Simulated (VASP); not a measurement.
Input of a VASP 6.6.1 run:

The input POSCAR:

```
Ti
1.0
    2.8983000000      0.0000000000      0.0000000000
   -1.4491500000      2.5100000000      0.0000000000
    0.0000000000      0.0000000000      4.5866100000
Ti
2
Direct
    0.3333300000      0.6666700000      0.2500000000
    0.6666700000      0.3333300000      0.7500000000
```

Contents of INCAR.step1:

```
  PREC = Accurate
  ENCUT = 520
  EDIFF = 1E-5
  ISMEAR = 0
  SIGMA = 0.1
  LREAL = F
  LASPH = T
  NELM = 80
  ALGO = Normal
  ISIF = 2
  LWAVE = T
  LCHARG = F
  NBANDS = 19
  GGA = PE
```

The input INCAR.step2:

```
  PREC = Accurate
  ENCUT = 520
  EDIFF = 1E-6
  ISMEAR = 0
  SIGMA = 0.1
  LREAL = F
  LASPH = T
  NELM = 80
  ALGO = Normal
  ISIF = 2
  LWAVE = F
  LCHARG = F
  GGA = PE
  LHFCALC = T
  HFSCREEN = 0.2
  PRECFOCK = Fast
  NBANDS = 19
  ISTART = 1
```

KPOINTS

```
Automatic mesh
0
Gamma
  9 9 4
```

Potentials or basis: VASP PAW PBE potentials, release 64 (Ti_sv).

Command:

```console
$ cat potpaw_PBE.64/Ti_sv/POTCAR > POTCAR
$ cp INCAR.step1 INCAR
$ mpirun -np 1 vasp_std > vasp.out
$ cp INCAR.step2 INCAR
$ mpirun -np 1 vasp_std > vasp.out
```

**Question.** Estimate the band gap on the k mesh.

**Answer.** None (metal or under the smearing width).

**Question.** Estimate the pressure.

**Answer.** 3.2 GPa.

Caveat: the PAW data sets were made with another functional, which shifts forces and pressure a little.
